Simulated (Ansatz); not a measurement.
# GaN (P6_3mc) in Ansatz: notebook

Runs on GaN. Level: r2SCAN+rVV10. Tasks: single point, equation of state.

Program: Ansatz 0.2.0. These are calculated values, not measurements. Logs are shortened: lines on timing, memory, paths and dates and some standing lists are left out, and cuts for length are marked.

## Step 1: The structure

It takes space group P6_3mc (No. 186, hexagonal). The conventional cell has a = 3.180 Å, b = 3.180 Å, c = 5.166 Å, α = 90.00°, β = 90.00°, γ = 120.00°. Ga (site symmetry 3m) is surrounded by 4 N at 1.94 to 1.95 Å. Around N (site symmetry 3m) lie 4 Ga at 1.94 to 1.95 Å.

## Step 2: Single point, r2SCAN+rVV10, 10.63 Å³/atom (volume scaled by 0.94)

The input, input.yaml:

```yaml
crystal:
  lattice:
    - [3.1150838257, 0.0, 0.0]
    - [-1.5575419129, 2.697741728, 0.0]
    - [0.0, 0.0, 5.0605418376]
  atoms:
    - { symbol: Ga, position: [0.6666666667, 0.3333333333, 0.5] }
    - { symbol: Ga, position: [0.3333333333, 0.6666666667, 0.0] }
    - { symbol: "N", position: [0.6666666667, 0.3333333333, 0.875] }
    - { symbol: "N", position: [0.3333333333, 0.6666666667, 0.375] }
hamiltonian:
  xc: r2scan
  pseudopotentials: { kind: paw }
  dispersion: rvv10
kpoints:
  mp_grid: { grid: [10, 10, 5] }
scf:
  occupations: { method: fermi_dirac, width: 0.05 }
output:
  forces: true
  stress: true
  eigenvalues: true
```

Potentials or basis: Ansatz PAW.

Started as:

```
$ ansatz run input.yaml --threads 2 --pin off --max-ram 5120MiB --backend cpu --events-out ev --progress --plain --runs-dir out
```

The log of the run:

```text
Warning: RAYON_NUM_THREADS=2 ignored (pool sized by the plan → 2); use --threads N
Engine: ansatz 0.2.0, x86_64-unknown-linux-gnu
Pseudopotentials: kind: paw
Pseudopotential: Ga, paw, valence charge 13, recommended cutoff 500 eV (meta_gga), Ga.paw.azcp
Pseudopotential: N, paw, valence charge 5, recommended cutoff 500 eV (meta_gga), N.paw.azcp
Functional definition: r2SCAN+rVV10
  parameter k0 = 0.174
  parameter k1 = 0.065
  parameter a1 = 4.9479
  exchange = r2scan_x(k0 = k0, k1 = k1, a1 = a1)
  correlation = r2scan_c + rvv10(11.95, 0.0093)
Crystal: 4 atoms, lattice volume = 42.527 Å³
Basis set: ecut = 500 eV, 1099 PW (Γ), exchange–correlation on 108×108×180 points (64 copies of the dense FFT grid, shifted against one another)
Bands: 22, of which v1, the nominal top of the filled ones, is band 18 counted from 1 (17 counted from 0)
Symmetry: 12 space group operations
Space group: P63mc (ITA 186), of the structure as read, at distance tolerance 3.5e-5 Å
k-points: 42 of 500 (time reversal used)
Non-local potential: Ga, projectors of the file, l = 0: 2, l = 1: 2, l = 2: 3, l = 3: 1
Non-local potential: N, projectors of the file, l = 0: 2, l = 1: 2, l = 2: 1
PAW form: soft (Blöchl's): semilocal exchange-correlation on the pseudo side does not see the compensation charge
rVV10 density: all electrons in the spheres
PAW frozen core: Ga, regenerated for the run's functional (the file was generated under x = pbe(κ = 0.804, μ = 0.2195149727645171), c = pbe(β = 0.06672455060314922))
PAW frozen core: N, regenerated for the run's functional (the file was generated under x = pbe(κ = 0.804, μ = 0.2195149727645171), c = pbe(β = 0.06672455060314922))
PAW one-centre angular grid: Ga, 590 points (default); XC on 160 Gauss nodes
PAW one-centre angular grid: N, 302 points (default); XC on 160 Gauss nodes
Initial density: superposition of atomic densities (neutral atoms: chi_scale 0, normalization atom), corrected by the library's trained network
Initial wavefunctions: pseudopotential atomic-orbital guess
Functional: x = r2scan, c = r2scan + rvv10(b = 11.95, C = 0.0093); τ floored in thin density (d = 2e-4 eV/Å³)
SCF iter   1: F=—  HF=-8349.888373 eV  |F-HF|=—  |Δ(HF+E_count)|=         —  Δρ=1.22e-2  dr2=2.23e-2  dr2_τ=2.28e-1  ethr=1.77e-3  ⟨swp⟩=5.2  Hψ=3842  notcnv=0
preconditioner: auto → Resta (q_TF=auto, 2.654 Å⁻¹)  ε∞=4.6  [insulator: Δε(μ)=2.722 eV  Ē_g=18.100 eV  σ=0.050 eV  W_gap=1.00  n_scr=22 (ndim 8)  ℏωp=34.2 eV  f_vac=0.004  D(μ)=0.00/eV (n_scr^D=0)  ε∞_Penn≈4.6]
SCF iter   2: F=—  HF=-8349.965685 eV  |F-HF|=—  |Δ(HF+E_count)|=   7.73e-2  Δρ=5.80e-3  dr2=8.25e-3  dr2_τ=4.68e-4  ethr=6.21e-5  ⟨swp⟩=2.0  Hψ=2184  notcnv=0
SCF iter   3: F=—  HF=-8349.965111 eV  |F-HF|=—  |Δ(HF+E_count)|=   5.74e-4  Δρ=3.77e-3  dr2=2.50e-3  dr2_τ=6.60e-5  ethr=2.29e-5  ⟨swp⟩=2.1  Hψ=1619  notcnv=0
SCF iter   4: F=—  HF=-8349.965148 eV  |F-HF|=—  |Δ(HF+E_count)|=   3.70e-5  Δρ=1.28e-3  dr2=3.27e-4  dr2_τ=7.81e-6  ethr=6.94e-6  ⟨swp⟩=1.0  Hψ=924  notcnv=0
SCF iter   5: F=—  HF=-8349.965124 eV  |F-HF|=—  |Δ(HF+E_count)|=   2.45e-5  Δρ=1.95e-4  dr2=8.08e-6  dr2_τ=9.39e-7  ethr=9.08e-7  ⟨swp⟩=2.9  Hψ=1708  notcnv=0
SCF iter   6: F=—  HF=-8349.965129 eV  |F-HF|=—  |Δ(HF+E_count)|=   4.91e-6  Δρ=5.08e-5  dr2=7.61e-7  dr2_τ=3.79e-8  ethr=2.25e-8  ⟨swp⟩=3.0  Hψ=1680  notcnv=0
SCF iter   7: F=-8349.965129 eV  HF=-8349.965129 eV  |F-HF|=1.70e-9  |Δ(HF+E_count)|=   1.14e-7  Δρ=9.07e-6  dr2=2.53e-8  dr2_τ=2.67e-10  ethr=2.78e-10  ⟨swp⟩=5.1  Hψ=4191  notcnv=0
SCF 1 converged in 7 iterations: F = -8349.965129 eV  dr2 = 2.53e-8
SCF converged after 7 iterations
Free energy (F): -8349.965129 eV
Harris-Foulkes:  -8349.965129 eV  (|F-HF|=1.70e-9)
Internal energy: -8349.965129 eV  (E = F + TS)
E sigma→0 (E₀):  -8349.965129 eV
Fermi energy:    11.964325 eV
--- Per-component energies (eV) ---
  E_band       = 3.959567
  E_kinetic    = 500.104993
  E_local      = -3796.746772  (includes V_loc(G=0)·N_el)
  E_nonlocal   = 953.120970
  E_hartree    = 1762.225419
  E_xc         = -243.098293
  E_vxc        = -289.591325  (∫ρ·V_xc dr)
  E_paw        = -4274.030723  (= ΣΔE_a)
  E_vpaw       = -903.160545  (= ΣTr[D̂ρ^β])
  E_aug_tail   = 0.000002  (compensation charges beyond the density's cutoff)
  E_vtau       = 15.786695  (kinetic-family band-sum trace: ∫τ·v_τ [+ j·A + Jᵃ·Aᵃ] dr)
  E_ewald      = -3250.175457
  E_core_change = -1.365269  (= ΣΔE_core)
  E_smearing   = -0.000000  (= −TS)
  E_closure    = -0.000000  (closes the sum)
  Σ components = -8349.965129   (vs F -8349.965129, Δ=0.00e0)
--- Forces (eV/Å), atoms counted from 1 ---
  atom   1  Ga     0.00000000     0.00000000    -0.15928375
  atom   2  Ga    -0.00000000    -0.00000000    -0.15928375
  atom   3  N      0.00000000     0.00000000     0.15927518
  atom   4  N     -0.00000000    -0.00000000     0.15927518
  max |Σ_I F_I| component: 1.72e-5 eV/Å
--- Stress (GPa, compression-positive) ---
       13.041083       0.000000       0.000000
        0.000000      13.041083       0.000000
        0.000000       0.000000      15.741151
  P = ⅓ Tr σ = 13.9411 GPa (139.411 kbar)
--- Band table (eV; the first three rows and the last of 42) ---
  k-point 0: bands = ["-6.8924", "-5.6871", "-3.4107", "-3.3848", "-3.3848", "-3.2999", "-3.2999", "-3.0434", "-3.0434", "-2.9231", "-2.9231", "-1.7733", "2.8279", "9.3642", "9.3642", "10.4794", "10.5423", "10.5423", "13.3190", "15.8000", "20.8875", "21.5011"]
  k-point 1: bands = ["-6.7611", "-5.7683", "-3.3811", "-3.3811", "-3.3801", "-3.3122", "-3.3122", "-3.0279", "-3.0279", "-2.9308", "-2.9308", "-2.1979", "3.6430", "9.4221", "9.4719", "9.4719", "10.4252", "10.4252", "14.1676", "15.8712", "20.5968", "21.5374"]
  k-point 2: bands = ["-6.4202", "-6.0290", "-3.3666", "-3.3666", "-3.3402", "-3.3402", "-3.2377", "-2.9917", "-2.9917", "-2.9547", "-2.9547", "-2.8531", "5.4325", "7.4926", "9.7588", "9.7588", "10.1231", "10.1231", "15.3539", "15.9033", "20.1224", "20.3846"]
  k-point 41: bands = ["-5.4883", "-5.4592", "-3.2627", "-3.2361", "-3.2175", "-3.1526", "-3.0376", "-3.0356", "-2.9897", "-2.9791", "-1.4646", "-1.3393", "3.9360", "4.0761", "5.6692", "6.4843", "8.5347", "8.8529", "17.5661", "17.8198", "18.7815", "19.2159"]
```

It took 5 s on 2 threads of Intel Xeon Platinum 8488C (Sapphire Rapids), shared host; peak memory 0.58 GiB.

Results:

| Item | Value |
| --- | --- |
| Free energy | -8349.9651 eV |
| Pressure | 13.9 GPa |
| Largest force | 0.159 eV/Å |
| Band gap on the k mesh | 2.78 eV, direct |

Caveat: odd divisions of the mesh miss points on the zone boundary, where band edges often lie, so the gap on the mesh can be too wide; the PAW data sets come from PBE, with cores solved anew for the run's functional, which leaves a small shift of forces and pressure.

## Step 3: Single point, r2SCAN+rVV10, 10.86 Å³/atom (volume scaled by 0.96)

Changes to input.yaml since step 2:

```diff
@@ -2,5 +2,5 @@
   lattice:
-    - [3.1150838257, 0.0, 0.0]
-    - [-1.5575419129, 2.697741728, 0.0]
-    - [0.0, 0.0, 5.0605418376]
+    - [3.1370217585, 0.0, 0.0]
+    - [-1.5685108793, 2.7167405351, 0.0]
+    - [0.0, 0.0, 5.0961806304]
   atoms:
```

Potentials or basis: Ansatz PAW.

Started as:

```
$ ansatz run input.yaml --threads 2 --pin off --max-ram 5120MiB --backend cpu --events-out ev --progress --plain --runs-dir out
```

Wall time 5.2 s (2 threads of Intel Xeon Platinum 8488C (Sapphire Rapids), shared host); peak memory 0.58 GiB.

Results (log left out):

- Free energy: -8350.0289 eV
- Pressure: 8.7 GPa
- Largest force: 0.153 eV/Å
- Band gap on the k mesh: 2.63 eV, direct

Caveat: odd divisions of the mesh miss points on the zone boundary, where band edges often lie, so the gap on the mesh can be too wide; the PAW data sets come from PBE, with cores solved anew for the run's functional, which leaves a small shift of forces and pressure.

## Step 4: Single point, r2SCAN+rVV10, 11.08 Å³/atom (volume scaled by 0.98)

Changes to input.yaml since step 3:

```diff
@@ -2,5 +2,5 @@
   lattice:
-    - [3.1370217585, 0.0, 0.0]
-    - [-1.5685108793, 2.7167405351, 0.0]
-    - [0.0, 0.0, 5.0961806304]
+    - [3.158657075, 0.0, 0.0]
+    - [-1.5793285375, 2.7354772688, 0.0]
+    - [0.0, 0.0, 5.1313278144]
   atoms:
@@ -22 +22,5 @@
   eigenvalues: true
+  write_density: true
+  write_potential: true
+  elf: true
+  volumetric_format: npy
```

Started as:

```
$ ansatz run input.yaml --threads 2 --pin off --max-ram 5120MiB --backend cpu --events-out ev --progress --plain --runs-dir out
```

Wall time 8.1 s (2 threads of Intel Xeon Platinum 8488C (Sapphire Rapids), shared host); peak memory 0.57 GiB.

It converged, with:

```yaml
Free_energy: -8350.0647 eV
Pressure: 4.0 GPa
Largest_force: 0.146 eV/Å
Band_gap_on_the_k_mesh: 2.49 eV, direct
```

Caveat: odd divisions of the mesh miss points on the zone boundary, where band edges often lie, so the gap on the mesh can be too wide; the PAW data sets come from PBE, with cores solved anew for the run's functional, which leaves a small shift of forces and pressure.

## Step 5: Single point, r2SCAN+rVV10, 11.31 Å³/atom

Changes to input.yaml since step 4:

```diff
@@ -2,5 +2,5 @@
   lattice:
-    - [3.158657075, 0.0, 0.0]
-    - [-1.5793285375, 2.7354772688, 0.0]
-    - [0.0, 0.0, 5.1313278144]
+    - [3.18, 0.0, 0.0]
+    - [-1.59, 2.753960784, 0.0]
+    - [0.0, 0.0, 5.166]
   atoms:
```

Started as:

```
$ ansatz run input.yaml --threads 2 --pin off --max-ram 5120MiB --backend cpu --events-out ev --progress --plain --runs-dir out
```

It took 6.2 s on 2 threads of Intel Xeon Platinum 8488C (Sapphire Rapids), shared host; peak memory 0.58 GiB.

The run converged. Its results:

```yaml
Free_energy: -8350.0754 eV
Pressure: -0.2 GPa
Largest_force: 0.140 eV/Å
Band_gap_on_the_k_mesh: 2.34 eV, direct
```

Caveat: odd divisions of the mesh miss points on the zone boundary, where band edges often lie, so the gap on the mesh can be too wide; the PAW data sets come from PBE, with cores solved anew for the run's functional, which leaves a small shift of forces and pressure.

## Step 6: Single point, r2SCAN+rVV10, 11.54 Å³/atom (volume scaled by 1.02)

Changes to input.yaml since step 5:

```diff
@@ -2,5 +2,5 @@
   lattice:
-    - [3.18, 0.0, 0.0]
-    - [-1.59, 2.753960784, 0.0]
-    - [0.0, 0.0, 5.166]
+    - [3.2010602164, 0.0, 0.0]
+    - [-1.6005301082, 2.7721994664, 0.0]
+    - [0.0, 0.0, 5.2002129176]
   atoms:
@@ -22,5 +22 @@
   eigenvalues: true
-  write_density: true
-  write_potential: true
-  elf: true
-  volumetric_format: npy
```

Potentials or basis: Ansatz PAW.

Started as:

```
$ ansatz run input.yaml --threads 2 --pin off --max-ram 5120MiB --backend cpu --events-out ev --progress --plain --runs-dir out
```

It took 5.4 s on 2 threads of Intel Xeon Platinum 8488C (Sapphire Rapids), shared host; peak memory 0.59 GiB.

It converged, with:

```
Free energy            : -8350.0635 eV
Pressure               : -4.0 GPa
Largest force          : 0.134 eV/Å
Band gap on the k mesh : 2.21 eV, direct
```

Caveat: odd divisions of the mesh miss points on the zone boundary, where band edges often lie, so the gap on the mesh can be too wide; the PAW data sets come from PBE, with cores solved anew for the run's functional, which leaves a small shift of forces and pressure.

## Step 7: Single point, r2SCAN+rVV10, 11.76 Å³/atom (volume scaled by 1.04)

Changes to input.yaml since step 6:

```diff
@@ -2,5 +2,5 @@
   lattice:
-    - [3.2010602164, 0.0, 0.0]
-    - [-1.6005301082, 2.7721994664, 0.0]
-    - [0.0, 0.0, 5.2002129176]
+    - [3.2218469041, 0.0, 0.0]
+    - [-1.6109234521, 2.7902012661, 0.0]
+    - [0.0, 0.0, 5.2339814801]
   atoms:
@@ -22 +22,5 @@
   eigenvalues: true
+  write_density: true
+  write_potential: true
+  elf: true
+  volumetric_format: npy
```

Started as:

```
$ ansatz run input.yaml --threads 2 --pin off --max-ram 5120MiB --backend cpu --events-out ev --progress --plain --runs-dir out
```

It took 7.3 s on 2 threads of Intel Xeon Platinum 8488C (Sapphire Rapids), shared host; peak memory 0.59 GiB.

It converged, with:

| Item | Value |
| --- | --- |
| Free energy | -8350.0313 eV |
| Pressure | -7.4 GPa |
| Largest force | 0.129 eV/Å |
| Band gap on the k mesh | 2.07 eV, direct |

Caveat: odd divisions of the mesh miss points on the zone boundary, where band edges often lie, so the gap on the mesh can be too wide; the PAW data sets come from PBE, with cores solved anew for the run's functional, which leaves a small shift of forces and pressure.

## Step 8: Single point, r2SCAN+rVV10, 11.99 Å³/atom (volume scaled by 1.06)

Changes to input.yaml since step 7:

```diff
@@ -2,5 +2,5 @@
   lattice:
-    - [3.2218469041, 0.0, 0.0]
-    - [-1.6109234521, 2.7902012661, 0.0]
-    - [0.0, 0.0, 5.2339814801]
+    - [3.2423687753, 0.0, 0.0]
+    - [-1.6211843877, 2.8079737278, 0.0]
+    - [0.0, 0.0, 5.2673198406]
   atoms:
@@ -22,5 +22 @@
   eigenvalues: true
-  write_density: true
-  write_potential: true
-  elf: true
-  volumetric_format: npy
```

Started as:

```
$ ansatz run input.yaml --threads 2 --pin off --max-ram 5120MiB --backend cpu --events-out ev --progress --plain --runs-dir out
```

Wall time 5.3 s (2 threads of Intel Xeon Platinum 8488C (Sapphire Rapids), shared host); peak memory 0.57 GiB.

The run converged. Its results:

* Free energy: -8349.9809 eV
* Pressure: -10.4 GPa
* Largest force: 0.123 eV/Å
* Band gap on the k mesh: 1.94 eV, direct

Caveat: odd divisions of the mesh miss points on the zone boundary, where band edges often lie, so the gap on the mesh can be too wide; the PAW data sets come from PBE, with cores solved anew for the run's functional, which leaves a small shift of forces and pressure.

## Step 9: Equation of state, r2SCAN+rVV10

Potentials or basis: Ansatz PAW.

No new run: the results of the series are fitted here.

Results:

```yaml
Equilibrium_volume: 11.30 Å³/atom
Bulk_modulus_at_fixed_shape_and_positions: 200 GPa
Pressure_derivative_of_the_bulk_modulus: 4.3
```

Energy against volume, from the lowest point:
```csv
volume (Å³/atom),energy (meV/atom)
10.632,27.57
10.858,11.63
11.084,2.67
11.310,0.00
11.537,2.97
11.763,11.01
11.989,23.63
```

Caveat: the cell was scaled at fixed shape and fractional positions, which overstates the stiffness of a crystal with free parameters, most of all of layers and chains; the PAW data sets were made with another functional, which shifts forces and pressure a little.
